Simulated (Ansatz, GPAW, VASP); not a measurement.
# One calculation of ZnCu, 4 ways

```
Zn Cu
1.0
     2.94500    0.00000    0.00000
     0.00000    2.94500    0.00000
     0.00000    0.00000    2.94500
Zn Cu
1 1
Direct
  0.50000 0.50000 0.50000
  0.00000 0.00000 0.00000
```

Alike in all runs: task single point; functional PBE; k mesh 9 × 9 × 9; occupations gaussian, width 0.1 eV; no spin polarisation; no spin-orbit coupling. Pressure is positive in compression and, in plane waves, holds the error of the finite cutoff, which Ansatz's Pulay term estimates and takes out.

```csv
program and potentials,plane-wave cutoff (eV),notes,pressure (GPa)
"Ansatz, Ansatz PAW",420,15.5 valence electrons an atom on average,?
"VASP, PBE PAW files Cu_GW, Zn_GW, 550 eV",550,11.5 valence electrons an atom on average,2.17
"Ansatz, all-electron LAPW, scalar-relativistic",-,-,2.52
"GPAW, GPAW PAW data sets (gpaw-data 1.2.1)",600,11.5 valence electrons an atom on average,2.85
```

Q: Estimate from the other rows what the run with Ansatz, Ansatz PAW gave.

A: Pressure 2.54 GPa. Its pressure holds a Pulay term of +0.15 GPa. The other rows, which needn't bracket it: pressure 2.17 to 2.85.
